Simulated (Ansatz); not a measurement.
ZnS, DFT, PBEsol, PAW with Ansatz's default frozen-core files, scalar-relativistic (Ansatz 0.2.0), run on 1 thread of Arm Neoverse V2 on a shared host.

The cell is COD entry 9000107, as deposited and not checked against the literature; nothing was relaxed. The listed cell was then made from it by scaling, straining or moving an atom.

Command: `ansatz run input.yaml --threads 1 --pin off --max-ram 3072MiB --backend cpu --events-out ev --progress --plain --runs-dir out`

```yaml
crystal:
  lattice:
    - [0.054093, 2.7316965, 2.7316965]
    - [2.7316965, 0.054093, 2.7316965]
    - [2.7316965, 2.7316965, 0.054093]
  atoms:
    - { symbol: Zn, position: [0.0, 0.0, 0.0] }
    - { symbol: S, position: [0.75, 0.75, 0.75] }
kpoints:
  mp_grid: { grid: [8, 8, 8] }
scf:
  occupations: { method: fermi_dirac, width: 0.01 }
hamiltonian:
  xc: pbesol
  pseudopotentials: { kind: paw }
output:
  forces: true
  stress: true
  eigenvalues: true
  efg: { contact_densities: true }
```

Task: How large is the problem that the program sets up?

Result: 65 irreducible k-points, 761 plane waves at Γ, 13 bands.

Task: About how long does it take, and how much memory does it use?

Result: 4 s of wall time for 6 SCF iterations, with a peak of 0.36 GiB. Times on shared machines scatter by tens of per cent.

Task: And the same cell and mesh by crystal-made all-electron datasets, asked for forces, stress, eigenvalues, efg, on the same hardware?

Result: 15 s, peak memory 0.55 GiB.
